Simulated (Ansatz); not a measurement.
## A computed series for PbF2: response to strain

Consider PbF$_{2}$ in the fluorite structure (space group Fm-3m, No. 225).

```
PbF2
1.0
    0.00000     2.94934     2.94934
    2.94934     0.00000     2.94934
    2.94934     2.94934     0.00000
Pb F
1 2
Direct
  0.00000   0.00000   0.00000
  0.25000   0.25000   0.25000
  0.75000   0.75000   0.75000
```

Cartesian axes are those of the cell as printed.

Strains are applied to the cell and any free atomic positions relax; under biaxial strain the out-of-plane vector relaxes too.

All numbers come from PBEsol/PAW in Ansatz (a quantum-chemistry and plane-wave program), without spin-orbit coupling.

| biaxial strain, plane normal [111], relaxed out of plane (%) | out-of-plane strain (%) |
|---|---|
| 0 | 0.00 |
| 0.42 | -0.49 |
| 0.83 | -0.95 |
| 1.25 | ? |
| 1.67 | -1.90 |
| 2.08 | -2.35 |
| 2.5 | -2.81 |

Q: Fit ε⊥ = −νε + γε² (strains in %) to the rows shown and predict the withheld row.

A: Least squares on the printed values gives ν = 1.16 (the biaxial Poisson response) and γ = 0.015 (largest residual 0.00 %); this predicts -1.43 %, and the run gives -1.42 %, in agreement.

Whether these cells are dynamically stable was not tested.
